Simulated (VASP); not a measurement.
# CoSi (P2_13) in VASP: a series of runs

The runs below take CoSi through single point, relaxation of cell and atoms, with PBE, optPBE-vdW, vdW-DF-cx.

All numbers are computed with VASP 6.6.1; they aren't measurements. Logs are shortened: lines on timing, memory, paths and dates and some standing lists are left out, and cuts for length are marked.

### 1 Starting point

It takes space group P2_13 (No. 198, cubic). The conventional cell has a = 4.438 Å, b = 4.438 Å, c = 4.438 Å, α = 90.00°, β = 90.00°, γ = 90.00°. Co (site symmetry 3) is surrounded by 7 Si at 2.28 to 2.47 Å. Around Si (site symmetry 3) lie 7 Co at 2.28 to 2.47 Å.

### 2 Single point, PBE, collinear spin, ferromagnetic start

INCAR reads:

```
ALGO = Normal ; EDIFF = 1E-6
ENCUT = 520 ; GGA = PE
ISIF = 2 ; ISMEAR = 0
ISPIN = 2 ; LASPH = True
LCHARG = False ; LMAXMIX = 4
LORBIT = 11 ; LREAL = False
LWAVE = False ; MAGMOM = 2 2 2 2 0 0 0 0
NBANDS = 40 ; NELM = 150
PREC = Accurate ; SIGMA = 0.015
```

KPOINTS reads:

```
k-points
0
Gamma
  6 6 6
```

POSCAR reads:

```
CoSi
1.0
    4.4380000000      0.0000000000      0.0000000000
    0.0000000000      4.4380000000      0.0000000000
    0.0000000000      0.0000000000      4.4380000000
Co Si
4 4
Direct
    0.8600000000      0.6400000000      0.3600000000
    0.6400000000      0.3600000000      0.8600000000
    0.3600000000      0.8600000000      0.6400000000
    0.1400000000      0.1400000000      0.1400000000
    0.1570000000      0.3430000000      0.6570000000
    0.3430000000      0.6570000000      0.1570000000
    0.6570000000      0.1570000000      0.3430000000
    0.8430000000      0.8430000000      0.8430000000
```

Potentials or basis: VASP PAW PBE potentials, release 64 (Co, Si).

On the command line:

```console
$ cat potpaw_PBE.64/Co/POTCAR potpaw_PBE.64/Si/POTCAR > POTCAR
$ mpirun -np 1 vasp_std > vasp.out
```

OUTCAR:

```text
EDIFF = 1E-6
   ENCUT = 520
   GGA = PE
   ISIF = 2
   ISMEAR = 0
   ISPIN = 2
   LASPH = True
   LORBIT = 11
   LREAL = False
   NELM = 150
   PREC = Accurate

 ion  position               nearest neighbor table
   1  0.860  0.640  0.360-   5 2.28   6 2.33   7 2.33   8 2.33   7 2.47   8 2.47   6 2.47   2 2.72
                             2 2.72   4 2.72   4 2.72   3 2.72   3 2.72
   2  0.640  0.360  0.860-   6 2.28   5 2.33   7 2.33   8 2.33   5 2.47   7 2.47   8 2.47   1 2.72
                             1 2.72   3 2.72   3 2.72   4 2.72   4 2.72
   3  0.360  0.860  0.640-   7 2.28   6 2.33   5 2.33   8 2.33   6 2.47   5 2.47   8 2.47   4 2.72
                             2 2.72   2 2.72   4 2.72   1 2.72   1 2.72
   4  0.140  0.140  0.140-   8 2.28   6 2.33   7 2.33   5 2.33   6 2.47   5 2.47   7 2.47   1 2.72
                             3 2.72   3 2.72   1 2.72   2 2.72   2 2.72
   5  0.157  0.343  0.657-   1 2.28   2 2.33   3 2.33   4 2.33   3 2.47   4 2.47   2 2.47   8 2.75
                             6 2.75   6 2.75   8 2.75   7 2.75   7 2.75
   6  0.343  0.657  0.157-   2 2.28   1 2.33   3 2.33   4 2.33   1 2.47   3 2.47   4 2.47   8 2.75
                             5 2.75   5 2.75   7 2.75   7 2.75   8 2.75
   7  0.657  0.157  0.343-   3 2.28   2 2.33   1 2.33   4 2.33   2 2.47   1 2.47   4 2.47   8 2.75
                             8 2.75   5 2.75   6 2.75   6 2.75   5 2.75
   8  0.843  0.843  0.843-   4 2.28   2 2.33   3 2.33   1 2.33   2 2.47   1 2.47   3 2.47   5 2.75
                             6 2.75   7 2.75   7 2.75   5 2.75   6 2.75

  LATTYP: Found a simple cubic cell.
 ALAT       =     4.4380000000

  Lattice vectors:

 A1 = (   4.4380000000,   0.0000000000,   0.0000000000)
 A2 = (   0.0000000000,   4.4380000000,   0.0000000000)
 A3 = (   0.0000000000,   0.0000000000,   4.4380000000)

Analysis of symmetry for initial positions (statically):
=====================================================================
 Subroutine PRICEL returns:
 Original cell was already a primitive cell.

 Routine SETGRP: Setting up the symmetry group for a
 simple cubic supercell.

 Subroutine GETGRP returns: Found 12 space group operations
 (whereof  3 operations were pure point group operations)
 out of a pool of 48 trial point group operations.

The static configuration has the point symmetry C_3 .
 The point group associated with its full space group is T   .

Analysis of symmetry for dynamics (positions and initial velocities):
=====================================================================
 Subroutine PRICEL returns:
 Original cell was already a primitive cell.

 Routine SETGRP: Setting up the symmetry group for a
 simple cubic supercell.

 Subroutine GETGRP returns: Found 12 space group operations
 (whereof  3 operations were pure point group operations)
 out of a pool of 48 trial point group operations.

The dynamic configuration has the point symmetry C_3 .
 The point group associated with its full space group is T   .

Analysis of structural, dynamic, and magnetic symmetry:
=====================================================================
 Subroutine PRICEL returns:
 Original cell was already a primitive cell.

 Routine SETGRP: Setting up the symmetry group for a
 simple cubic supercell.

 Subroutine GETGRP returns: Found 12 space group operations
 (whereof  3 operations were pure point group operations)
 out of a pool of 48 trial point group operations.

The overall configuration has the point symmetry C_3 .
 The point group associated with its full space group is T   .

 Subroutine INISYM returns: Found 12 space group operations
 (whereof  3 operations are pure point group operations),
 and found     1 'primitive' translations

----------------------------------------------------------------------------------------

                                     Primitive cell

  volume of cell :      87.4102

  direct lattice vectors                    reciprocal lattice vectors
     4.438000000  0.000000000  0.000000000     0.225326724  0.000000000  0.000000000
     0.000000000  4.438000000  0.000000000     0.000000000  0.225326724  0.000000000
     0.000000000  0.000000000  4.438000000     0.000000000  0.000000000  0.225326724

  length of vectors
     4.438000000  4.438000000  4.438000000     0.225326724  0.225326724  0.225326724

  position of ions in fractional coordinates (direct lattice)
     0.860000000  0.640000000  0.360000000
     0.640000000  0.360000000  0.860000000
     0.360000000  0.860000000  0.640000000
     0.140000000  0.140000000  0.140000000
     0.157000000  0.343000000  0.657000000
     0.343000000  0.657000000  0.157000000
     0.657000000  0.157000000  0.343000000
     0.843000000  0.843000000  0.843000000

  ion indices of the primitive-cell ions
   primitive index   ion index
                 1           1
                 2           2
                 3           3
                 4           4
                 5           5
                 6           6
                 7           7
                 8           8

----------------------------------------------------------------------------------------

 KPOINTS: k-points

Automatic generation of k-mesh.
 Grid dimensions read from file:
 generate k-points for:    6    6    6

 Generating k-lattice:

  Cartesian coordinates                     Fractional coordinates (reciprocal lattice)
     0.037554454  0.000000000  0.000000000     0.166666667  0.000000000  0.000000000
     0.000000000  0.037554454  0.000000000     0.000000000  0.166666667  0.000000000
     0.000000000  0.000000000  0.037554454     0.000000000  0.000000000  0.166666667

  Length of vectors
     0.037554454  0.037554454  0.037554454

  Shift w.r.t. Gamma in fractional coordinates (k-lattice)
     0.000000000  0.000000000  0.000000000

 Subroutine IBZKPT returns following result:
 ===========================================

 Found     24 irreducible k-points:

 Following reciprocal coordinates:
            Coordinates               Weight
  0.000000  0.000000  0.000000      1.000000
  0.166667  0.000000  0.000000      6.000000
  0.333333  0.000000  0.000000      6.000000
  0.500000  0.000000  0.000000      3.000000
  0.166667  0.166667  0.000000     12.000000
  0.333333  0.166667  0.000000     12.000000
[... 16 lines left out ...]
  0.500000  0.500000  0.333333      6.000000
  0.500000  0.500000  0.500000      1.000000
   k-points           NKPTS =     24   k-points in BZ     NKDIM =     24   number of bands    NBANDS=     40
   number of dos      NEDOS =    301   number of ions     NIONS =      8
   total plane-waves  NPLWV =  46656
   dimension x,y,z NGX =    36 NGY =   36 NGZ =   36
   dimension x,y,z NGXF=    72 NGYF=   72 NGZF=   72
   ions per type =               4   4
   NGX,Y,Z   is equivalent  to a cutoff of  13.49, 13.49, 13.49 a.u.
   NGXF,Y,Z  is equivalent  to a cutoff of  26.97, 26.97, 26.97 a.u.
 SYSTEM =  unknown system
   PREC   = accura    normal or accurate (medium, high low for compatibility)
   ISTART =      0    job   : 0-new  1-cont  2-samecut
   ICHARG =      2    charge: 1-file 2-atom 10-const
   ISPIN  =      2    spin polarized calculation?
   LNONCOLLINEAR =      F non collinear calculations
   LSORBIT =      F    spin-orbit coupling
   LASPH  =      T    aspherical Exc in radial PAW
   ENCUT  =  520.0 eV  38.22 Ry    6.18 a.u.   8.25  8.25  8.25*2*pi/ulx,y,z
   NELM   =    150;   NELMIN=  2; NELMDL= -5     # of ELM steps
   EDIFF  = 0.1E-05   stopping-criterion for ELM
   LREAL  =      F    real-space projection
   EDIFFG = 0.1E-04   stopping-criterion for IOM
   NSW    =      0    number of steps for IOM
   IBRION =     -1    ionic relax: 0-MD 1-quasi-New 2-CG
   NFREE  =      0    steps in history (QN), initial steepest desc. (CG)
   ISIF   =      2    stress and relaxation
   ISYM   =      2    0-nonsym 1-usesym 2-fastsym
   POTIM  = 0.5000    time-step for ionic-motion
   TEBEG  =    0.0;   TEEND  =   0.0 temperature during run
   PSTRESS=    0.0 pullay stress
   NELECT =      52.0000    total number of electrons
   NUPDOWN=      -1.0000    fix difference up-down
   EMIN   =  10.00;   EMAX   =-10.00  energy-range for DOS
   EFERMI =   0.00;   METHOD = LEGACY
   ISMEAR =     0;   SIGMA  =   0.01  broadening in eV -4-tet -1-fermi 0-gaus
   EFERMI_NEDOS =   21; number of points for ismear=-14 and -15
   IALGO  =     38    algorithm
   IMIX   =      4    mixing-type and parameters
     AMIX     =   0.40;   BMIX     =  1.00
     AMIX_MAG =   1.60;   BMIX_MAG =  1.00
  volume/ion in A,a.u.               =      10.93        73.73
  Fermi-wavevector in a.u.,A,eV,Ry     =   1.376856  2.601881 25.793021  1.895734
  Thomas-Fermi vector in A             =   2.502063
   LORBIT       =     11    0 simple, 1 ext, 2 COOP (PROOUT), +10 PAW based schemes
   GGA     = PE    functional components
   LHFCALC =     F    Hartree Fock is set to
   AEXX    =    0.0000 exact exchange contribution
   IVDW    =     0    specifies the selected vdW correction
   LEPSILON=     F    determine dielectric tensor
   LRPA    =     F    only Hartree local field effects (RPA)
 spin polarized calculation
 Gauss-broadening in eV      SIGMA  =   0.01
  energy-cutoff  :      520.00
  volume of cell :       87.41
 maximum number of plane-waves:      2373
 NGX is ok and might be reduce to    36
   NGX = 17   NGY = 17   NGZ = 17

 number of electron      51.9999992 magnetization      -0.0020909

 number of electron      51.9999992 magnetization       0.0000100

 Free energy of the ion-electron system (eV)
  ---------------------------------------------------
  ext. energy  EPLUGINS =         0.00000000
  ---------------------------------------------------
  free energy    TOTEN  =       -54.72561560 eV

  energy without entropy =      -54.72534912  energy(sigma->0) =      -54.72548236

 E-fermi :  12.0350     XC(G=0): -12.8397

 val. band max:       12.0237672283   @ k =   0.5000   0.5000   0.0000
 cond. band min:      12.0398051825   @ k =   0.0000   0.0000   0.0000
 fundamental gap:      0.0160379542
 Fermi energy:        12.0349893343

 spin component 1

 k-point     1 :       0.0000    0.0000    0.0000
  band No.  band energies     occupation
      1      -1.5953      1.00000
      2       3.8865      1.00000
      3       3.8865      1.00000
      4       3.8865      1.00000
      5       6.5956      1.00000
      6       6.5956      1.00000
[... 30 lines left out ...]
     37      18.1370      0.00000
     38      18.1370      0.00000
[... 941 lines left out ...]
     37      19.8111      0.00000
     38      19.8111      0.00000
 Fermi energy:        12.0349893343

 spin component 2

 k-point     1 :       0.0000    0.0000    0.0000
  band No.  band energies     occupation
      1      -1.5953      1.00000
      2       3.8865      1.00000
      3       3.8865      1.00000
      4       3.8865      1.00000
      5       6.5956      1.00000
      6       6.5956      1.00000
[... 30 lines left out ...]
     37      18.1370      0.00000
     38      18.1370      0.00000
[... 941 lines left out ...]
     37      19.8111      0.00000
     38      19.8111      0.00000
 [bands above 38 left out]

------------------------ aborting loop because EDIFF is reached ----------------------------------------

  FORCE on cell =-STRESS in cart. coord.  units (eV):
  Direction    XX          YY          ZZ          XY          YZ          ZX
  --------------------------------------------------------------------------------------
  -------------------------------------------------------------------------------------
  Total       -0.2050448     -0.2050448     -0.2050448      0.0000000      0.0000000      0.0000000
  in kB       -3.7583514     -3.7583514     -3.7583514      0.0000000      0.0000000      0.0000000
  external PRESSURE =      -3.7583514 kB  Pullay stress =       0.0000000 kB

 VOLUME and BASIS-vectors are now :
 -----------------------------------------------------------------------------
  energy-cutoff  :      520.00
  volume of cell :       87.41
      direct lattice vectors                 reciprocal lattice vectors
     4.438000000  0.000000000  0.000000000     0.225326724  0.000000000  0.000000000
     0.000000000  4.438000000  0.000000000     0.000000000  0.225326724  0.000000000
     0.000000000  0.000000000  4.438000000     0.000000000  0.000000000  0.225326724

 POSITION                                       TOTAL-FORCE (eV/Angst)
 -----------------------------------------------------------------------------------
      3.81668      2.84032      1.59768        -0.157038      0.157038     -0.157038
      2.84032      1.59768      3.81668         0.157038     -0.157038     -0.157038
      1.59768      3.81668      2.84032        -0.157038     -0.157038      0.157038
      0.62132      0.62132      0.62132         0.157038      0.157038      0.157038
      0.69677      1.52223      2.91577         0.019157     -0.019157      0.019157
      1.52223      2.91577      0.69677        -0.019157      0.019157      0.019157
      2.91577      0.69677      1.52223         0.019157      0.019157     -0.019157
      3.74123      3.74123      3.74123        -0.019157     -0.019157     -0.019157
 -----------------------------------------------------------------------------------
    total drift:                               -0.000000      0.000000      0.000000

  FREE ENERGIE OF THE ION-ELECTRON SYSTEM (eV)
  ---------------------------------------------------
  free  energy   TOTEN  =       -54.7256155978 eV

  energy  without entropy=      -54.7253491173  energy(sigma->0) =      -54.72548236

 total charge

# of ion       s       p       d       tot
------------------------------------------
    1        0.434   0.616   7.564   8.614
    2        0.434   0.616   7.564   8.614
    3        0.434   0.616   7.564   8.614
    4        0.434   0.616   7.564   8.614
    5        0.728   0.882   0.000   1.609
    6        0.728   0.882   0.000   1.609
    7        0.728   0.882   0.000   1.609
    8        0.728   0.882   0.000   1.609
--------------------------------------------------
tot          4.646   5.989  30.258  40.894

 magnetization (x)

# of ion       s       p       d       tot
------------------------------------------
    1        0.000   0.000  -0.000  -0.000
    2        0.000   0.000  -0.000  -0.000
    3        0.000   0.000  -0.000  -0.000
    4        0.000   0.000  -0.000  -0.000
    5       -0.000   0.000   0.000   0.000
    6       -0.000   0.000   0.000   0.000
    7       -0.000   0.000   0.000   0.000
    8       -0.000   0.000   0.000   0.000
--------------------------------------------------
tot         -0.000   0.000  -0.000  -0.000
```

Run time: 3 min. Hardware: 1 thread of AMD EPYC 7R43 (Zen 3), shared host; peak memory 0.26 GiB.

What came out:

| Property | Result |
| --- | --- |
| Free energy | -54.7256 eV |
| Pressure | -0.4 GPa |
| Largest force | 0.272 eV/Å |
| Band gap on the k mesh | none (metal or under the smearing width) |
| Net moment | 0.00 μB per cell |
| Valence electrons inside the program's atomic spheres | Co 8.61; Si 1.61 |

Forces on the atoms (eV/Å):
```
Co  -0.157  0.157 -0.157
Co   0.157 -0.157 -0.157
Co  -0.157 -0.157  0.157
Co   0.157  0.157  0.157
Si   0.019 -0.019  0.019
Si  -0.019  0.019  0.019
Si   0.019  0.019 -0.019
Si  -0.019 -0.019 -0.019
```

Caveat: the starting moments collapsed, and a magnetic state may lie lower.

[end of part 1 of 3]
